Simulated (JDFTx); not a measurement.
# ZrO2: single point with PBE

The system is ZrO2.

```
Zr O
1.0
     0.00000    2.54507    2.54507
     2.54507    0.00000    2.54507
     2.54507    2.54507    0.00000
Zr O
1 2
Direct
  0.00000 0.00000 0.00000
  0.75000 0.75000 0.75000
  0.25000 0.25000 0.25000
```

Measurements of this composition are mostly on another form, of space group No. 14.

```json
{
  "Program": "JDFTx 1.7.0 (patched build)",
  "Task": "single point",
  "Functional": "PBE",
  "Potentials or basis": "PseudoDojo-SR-PBE-0.5-standard",
  "Cutoff": "1143 eV",
  "Density cutoff": "9143 eV",
  "k mesh": "9 × 9 × 9",
  "Occupations": "fermi-dirac, width 0.05 eV",
  "Spin": "no spin polarisation",
  "Bands": "18",
  "Density cutoff over wavefunction cutoff": "8",
  "Max SCF steps": "100",
  "SCF threshold on the energy": "1e-09 Ha",
  "Solver of the electrons": "scf",
  "Further solve for the empty bands": "yes"
}
```

| Property | Result |
| --- | --- |
| Pressure | 3.2 GPa |
| Band gap on the k mesh | 3.42 eV, indirect (least direct gap 3.90 eV) |
| Loewdin charges | Zr +1.49; O -0.70 e |

Levels at points of the mesh, in eV from the valence-band top:
```csv
k point,band 8,band 9,band 10,band 11,band 12,band 13,band 14
"(0.00, 0.00, 0.00)",-5.17,-5.17,-0.48,-0.48,-0.48,3.42,3.42
```

It took 90 s on 1 thread of Arm Neoverse V1 (shared host), peak memory 0.15 GiB.

Caveat: an odd mesh through Γ misses points on the zone boundary, where band edges often lie.
